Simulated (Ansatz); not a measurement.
The reference is Li₃N (space group P6/mmm, No. 191).

```yaml
crystal:
  lattice:
    - [3.60977, 0.00000, 0.00000]
    - [-1.80489, 3.12615, 0.00000]
    - [0.00000, 0.00000, 3.85578]
  atoms:
    - { symbol: Li, position: [0.00000, 0.00000, 0.50000] }
    - { symbol: Li, position: [0.33333, 0.66667, 0.00000] }
    - { symbol: Li, position: [0.66667, 0.33333, 0.00000] }
    - { symbol: N, position: [0.00000, 0.00000, 0.00000] }
```

Cartesian axes are those of the cell as printed.

The values are results of r2SCAN in Ansatz (plane waves to 500 eV, PAW, no spin-orbit coupling), not measurements.

Strains are applied to the cell and any free atomic positions relax; under biaxial strain the out-of-plane vector relaxes too.

One change was made to it. Results:

The gap character becomes indirect, A → L (base: indirect, A → Γ); the band gap grows by 0.02 eV to 1.50 eV; the width of the top valence band goes up by 0.11 eV, from 1.06 eV to 1.17 eV; the smallest direct gap increases by 0.03 eV, from 1.69 eV to 1.72 eV; the volume per atom falls by 0.69 Å³ (10.88 Å³ → 10.19 Å³).

Problem. Which change produced these results?
A. biaxial strain −3.37 %, plane normal [001], relaxed out of plane
B. biaxial strain −0.83 %, plane normal [001], relaxed out of plane
C. isotropic strain −0.74 %
D. biaxial strain +2.33 %, plane normal [001], relaxed out of plane
E. biaxial strain +1.58 %, plane normal [001], relaxed out of plane

Solution. A, biaxial strain −3.37 %, plane normal [001], relaxed out of plane. For comparison, the gap character in the other runs: biaxial strain −0.83 %, plane normal [001], relaxed out of plane gives indirect, A → Γ; biaxial strain +1.58 %, plane normal [001], relaxed out of plane gives indirect, A → Γ; biaxial strain +2.33 %, plane normal [001], relaxed out of plane gives indirect, A → Γ; isotropic strain −0.74 % gives indirect, A → Γ.

No phonon test of stability was made.

Ansatz is an electronic-structure program.
